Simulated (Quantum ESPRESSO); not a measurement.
PbS in Quantum ESPRESSO: convergence with density cutoff

Input of the first run (density cutoff 180 Ry); the others differ in this setting and in those tied to it:

The input pw.in:

```
&CONTROL
  calculation = 'scf'
  prefix = 'pwscf'
  outdir = './tmp'
  pseudo_dir = './pseudo'
  tprnfor = .true.
  tstress = .true.
  disk_io = 'nowf'
/
&SYSTEM
  ibrav = 0
  nat = 2
  ntyp = 2
  ecutwfc = 45
  ecutrho = 180
  nbnd = 16
  occupations = 'smearing'
  smearing = 'mp'
  degauss = 0.00734986
/
&ELECTRONS
  conv_thr = 4d-10
  electron_maxstep = 120
  mixing_beta = 0.5
/
ATOMIC_SPECIES
Pb   207.2000 pb_pbesol_v1.uspp.F.UPF
S     32.0600 s_pbesol_v1.4.uspp.F.UPF
CELL_PARAMETERS angstrom
   4.0896976867    0.0000000000    0.0000000000
  -2.0448488433    3.5417820905    0.0000000000
   0.0000000000    0.0000000000    3.7881670000
ATOMIC_POSITIONS crystal
Pb     0.0000000000    0.0000000000    0.0000000000
S      0.6666666667    0.3333333333    0.5000000000
K_POINTS automatic
8 8 7 0 0 0
```

Potentials or basis: GBRV 1.5 PBEsol.

Run with:

```sh
$ OMP_NUM_THREADS=1 pw.x -in pw.in > pw.out
```

Measurements of this composition are mostly on another form, of space group No. 225.

Hardware: 1 thread of Arm Neoverse V2 (shared host).

```csv
density cutoff,"energy less the tightest run, at zero smearing (meV/atom)",SCF cycles,CPU time (s),peak memory (GiB)
180 Ry,-0.23,8,19,0.1
225 Ry,-0.14,9,23,0.12
270 Ry,-0.02,8,22,0.14
315 Ry,-0.02,8,23,0.17
360 Ry,-0.02,8,24,0.2
450 Ry,0.01,8,27,0.25
540 Ry,0.00,9,33,0.32
720 Ry,0.00,8,37,0.47
```

Against the tightest run, the energy stays within 1 meV/atom from 180 Ry on. The tightest run that finished is the yardstick and may itself not be fully converged.

Caveat, for the tightest run too: this smearing can shift energies of a crystal with a gap.
